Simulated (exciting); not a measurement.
# Sn (P-1) in exciting: reference runs

Aim: a first look at Sn with PBE, on the cell as given.

All numbers are computed with exciting (release sodium); they aren't measurements. Logs are shortened: lines on timing, memory, paths and dates and some standing lists are left out, and cuts for length are marked.

## Step 1: Starting point

The typed cell holds 1 atom: a = 3.269 Å, b = 3.303 Å, c = 3.287 Å, α = 110.00°, β = 108.91°, γ = 109.87°.

This isn't the form of Sn at room conditions, which is tetragonal (white tin).

## Step 2: Single point, PBE

File input.xml:

```xml
<input>
  <title>Sn</title>
  <structure speciespath="./" tshift="false">
    <crystal scale="1">
      <basevect>-3.573733394099 3.586308557698 3.539835373491</basevect>
      <basevect>3.585020784933 -3.631179084075 3.595993309600</basevect>
      <basevect>3.558817256674 3.616262946650 -3.584705899869</basevect>
    </crystal>
    <species speciesfile="Sn.xml" rmt="2.3">
      <atom coord="0.000000000000 0.000000000000 0.000000000000"/>
    </species>
  </structure>
  <groundstate do="fromscratch" ngridk="10 10 10" rgkmax="9" gmaxvr="14" lmaxapw="10" lmaxmat="10" lmaxvr="8" xctype="GGA_PBE" stype="Fermi Dirac" swidth="0.00183747" nempty="8" ValenceRelativity="iora*" epsengy="1e-05" epspot="1e-05" maxscl="60" tforce="true" outputlevel="normal"/>
</input>
```

Potentials or basis: all-electron LAPW+lo, shipped species files, valence relativity iora*.

Run with:

```sh
$ OMP_NUM_THREADS=1 exciting_smp
```

INFO.OUT:

```text
================================================================================
EXCITING SODIUM started
[... 10 lines left out ...]

 Lattice vectors (cartesian) :
     -3.5737333941      3.5863085577      3.5398353735
      3.5850207849     -3.6311790841      3.5959933096
      3.5588172567      3.6162629467     -3.5847058999

 Reciprocal lattice vectors (cartesian) :
      0.0004330280      0.8778737532      0.8860317922
      0.8781512894      0.0072956456      0.8791691769
      0.8813439923      0.8742038386      0.0041029450

 Unit cell volume                           :     183.5750432364
 Brillouin zone volume                      :       1.3512196923

 Species :    1 (Sn)
     parameters loaded from                 :    Sn.xml
     name                                   :    tin
     nuclear charge                         :     -50.00000000
     electronic charge                      :      50.00000000
     atomic mass                            :  216395.09200000
     muffin-tin radius                      :       2.30000000
     # of radial points in muffin-tin       :     400

     atomic positions (lattice) :
       1 :   0.00000000  0.00000000  0.00000000

 Total number of atoms per unit cell        :       1

 Spin treatment                             :    spin-unpolarised

 Number of Bravais lattice symmetries       :       2
 Number of crystal symmetries               :       2

 k-point grid                               :      10   10   10
 Total number of k-points                   :     504
 k-point set is reduced with crystal symmetries

 R^MT_min * |G+k|_max (rgkmax)              :       9.00000000
 Species with R^MT_min                      :       1 (Sn)
 Maximum |G+k| for APW functions            :       3.91304348
 Maximum |G| for potential and density      :      14.00000000

 G-vector grid sizes                        :      30    30    30
 Total number of G-vectors                  :    8501

 Maximum angular momentum used for
     APW functions                          :      10
     computing H and O matrix elements      :      10
     potential and density                  :       8
     inner part of muffin-tin               :       2

 Total nuclear charge                       :     -50.00000000
 Total electronic charge                    :      50.00000000
 Total core charge                          :      30.00000000
 Total valence charge                       :      20.00000000

 Number of empty states                     :       8
 Total number of valence states             :      19

 Maximum Hamiltonian size                   :     213
 Maximum number of plane-waves              :     196
 Total number of local-orbitals             :      17

 Exchange-correlation type                  :      20
     Perdew-Burke-Ernzerhof, Phys. Rev. Lett. 77, 3865 (1996)
     Generalised gradient approximation (GGA)

 Smearing scheme                            :    Fermi-Dirac
 Smearing width                             :       0.00183747

 Using multisecant Broyden potential mixing
[... 16 lines left out ...]
+ SCF iteration number :    1                                                  +
++++++++++++++++++++++++++++++++++++++++++++++++++++++++++++++++++++++++++++++++
 Total energy                               :     -6177.41486470
 _______________________________________________________________
 Fermi energy                               :         0.26899601
 Kinetic energy                             :      6506.49300302
 Coulomb energy                             :    -12518.58407455
 Exchange energy                            :      -162.62076604
 Correlation energy                         :        -2.70302713

 DOS at Fermi energy (states/Ha/cell)       :        24.05513650

 Electron charges :
     core                                   :        30.00000000
     core leakage                           :         0.00039760
     valence                                :        20.00000000
     interstitial                           :         2.67799709
     charge in muffin-tin spheres :
                  atom     1    Sn          :        47.32200291
     total charge in muffin-tins            :        47.32200291
     total charge                           :        50.00000000

++++++++++++++++++++++++++++++++++++++++++++++++++++++++++++++++++++++++++++++++
+ SCF iteration number :    2                                                  +
++++++++++++++++++++++++++++++++++++++++++++++++++++++++++++++++++++++++++++++++
 Total energy                               :     -6178.23308754
 _______________________________________________________________
 Fermi energy                               :         0.26653799
 Kinetic energy                             :      6505.92279733
 Coulomb energy                             :    -12518.81651322
 Exchange energy                            :      -162.63621762
 Correlation energy                         :        -2.70315403

 DOS at Fermi energy (states/Ha/cell)       :        24.18664988

 Electron charges :
     core                                   :        30.00000000
     core leakage                           :         0.00039536
     valence                                :        20.00000000
     interstitial                           :         2.67145157
     charge in muffin-tin spheres :
                  atom     1    Sn          :        47.32854843
     total charge in muffin-tins            :        47.32854843
     total charge                           :        50.00000000
[... 281 lines left out ...]
 RMS change in effective potential (target) :  0.554701E-08  ( 0.100000E-04)
 Absolute change in total energy   (target) :  0.605470E-06  ( 0.100000E-04)
 Charge distance                   (target) :  0.961900E-09  ( 0.100000E-04)
 Abs. change in max-nonIBS-force   (target) :   0.00000      ( 0.500000E-04)

++++++++++++++++++++++++++++++++++++++++++++++++++++++++++++++++++++++++++++++++
+ SCF iteration number :   13                                                  +
++++++++++++++++++++++++++++++++++++++++++++++++++++++++++++++++++++++++++++++++
 Total energy                               :     -6179.08304556
 _______________________________________________________________
 Fermi energy                               :         0.25968739
 Kinetic energy                             :      6505.02464035
 Coulomb energy                             :    -12518.75862967
 Exchange energy                            :      -162.64583308
 Correlation energy                         :        -2.70322317

 DOS at Fermi energy (states/Ha/cell)       :        24.19729859

 Electron charges :
     core                                   :        30.00000000
     core leakage                           :         0.00039249
     valence                                :        20.00000000
     interstitial                           :         2.66214776
     charge in muffin-tin spheres :
                  atom     1    Sn          :        47.33785224
     total charge in muffin-tins            :        47.33785224
     total charge                           :        50.00000000

 RMS change in effective potential (target) :  0.208096E-08  ( 0.100000E-04)
 Absolute change in total energy   (target) :  0.104112E-05  ( 0.100000E-04)
 Charge distance                   (target) :  0.785427E-09  ( 0.100000E-04)
 Abs. change in max-nonIBS-force   (target) :   0.00000      ( 0.500000E-04)

++++++++++++++++++++++++++++++++++++++++++++++++++++++++++++++++++++++++++++++++
| Convergency criteria checked for the last 2 iterations                       +
| Convergence targets achieved. Performing final SCF iteration                 +
++++++++++++++++++++++++++++++++++++++++++++++++++++++++++++++++++++++++++++++++
 Total energy                               :     -6179.08304350
 _______________________________________________________________
 Fermi energy                               :         0.25968739
 Kinetic energy                             :      6505.02464107
 Coulomb energy                             :    -12518.75862840
 Exchange energy                            :      -162.64583300
 Correlation energy                         :        -2.70322317

 DOS at Fermi energy (states/Ha/cell)       :        24.19729854

 Electron charges :
     core                                   :        30.00000000
     core leakage                           :         0.00039249
     valence                                :        20.00000000
     interstitial                           :         2.66214776
     charge in muffin-tin spheres :
                  atom     1    Sn          :        47.33785224
     total charge in muffin-tins            :        47.33785224
     total charge                           :        50.00000000

++++++++++++++++++++++++++++++++++++++++++++++++++++++++++++++++++++++++++++++++
+ Self-consistent loop stopped                                                 +
++++++++++++++++++++++++++++++++++++++++++++++++++++++++++++++++++++++++++++++++
 STATE.OUT is written

--------------------------------------------------------------------------------
- Writing atomic positions and forces                                          -
--------------------------------------------------------------------------------

 Atomic positions (lattice) :
 atom     1  Sn  :     0.00000000    0.00000000    0.00000000

 Total atomic forces including IBS (cartesian) :
 atom     1  Sn  :     0.00000000    0.00000000    0.00000000

 Atomic force components including IBS (cartesian) :
 atom     1  Sn  :     0.00000000    0.00000000    0.00000000   HF force
                 :     0.00000000    0.00000000    0.00000000   core correction
                 :     0.00000000    0.00000000    0.00000000   IBS correction

********************************************************************************
* Groundstate module stopped                                                   *
********************************************************************************

--------------------------------------------------------------------------------
- CAUTION! Warnings have been written in file WARNING.OUT !                    -
--------------------------------------------------------------------------------
================================================================================
| EXCITING SODIUM stopped                                                      =
================================================================================
```

It took 4.3 min on 1 thread of Arm Neoverse V1, shared host; peak memory 0.11 GiB.

Results:

* Free energy: -168141.4226 eV
* Band gap on the k mesh: none (metal or under the smearing width)
* All electrons inside the program's atomic spheres: Sn 47.34 (radii Sn 2.3 bohr)

Caveat: the log's total energy holds no entropy term; the free energy is that total less TS from the occupations.
